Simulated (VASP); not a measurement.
A run of VASP 6.6.1:

Contents of INCAR:

```
PREC     = Accurate       # precision mode
ENCUT    = 600            # plane-wave cutoff, eV
EDIFF    = 1E-6           # SCF threshold, eV
ISMEAR   = -1             # smearing method
SIGMA    = 0.05           # smearing width, eV
LREAL    = False          # projectors in reciprocal space
LASPH    = True           # aspherical terms in the spheres
NELM     = 100            # most SCF steps
ALGO     = Normal         # electronic algorithm
ISIF     = 3              # what is computed and relaxed
LWAVE    = False          # write WAVECAR
LCHARG   = False          # write CHGCAR
GGA      = RE             # functional
IVDW     = 12             # dispersion correction
IBRION   = 2              # ionic algorithm
NSW      = 60             # ionic steps
EDIFFG   = -0.005         # ionic threshold
```

File KPOINTS:

```
regular mesh
0
Gamma
  13 13 13
```

POSCAR

```
C
1.0
    0.0000000000      1.7833700000      1.7833700000
    1.7833700000      0.0000000000      1.7833700000
    1.7833700000      1.7833700000      0.0000000000
C
2
Direct
    0.7500000000      0.7500000000      0.7500000000
    0.5000000000      0.5000000000      0.5000000000
```

Potentials or basis: VASP PAW PBE potentials, release 64 (C).

Launch:

```bash
$ cat potpaw_PBE.64/C/POTCAR > POTCAR
$ mpirun -np 1 vasp_std > vasp.out
```

Hardware: 1 thread of AMD EPYC 7R43 64-Core Processor (Zen 3), on a shared host.

Problem. Estimate the wall time of this run.

Solution. Run time: 22 s on 1 thread of AMD EPYC 7R43 64-Core Processor (Zen 3), on a shared host, peak memory 0.1 GiB. Counts: scf iterations 19, k points 84, ion steps 3.
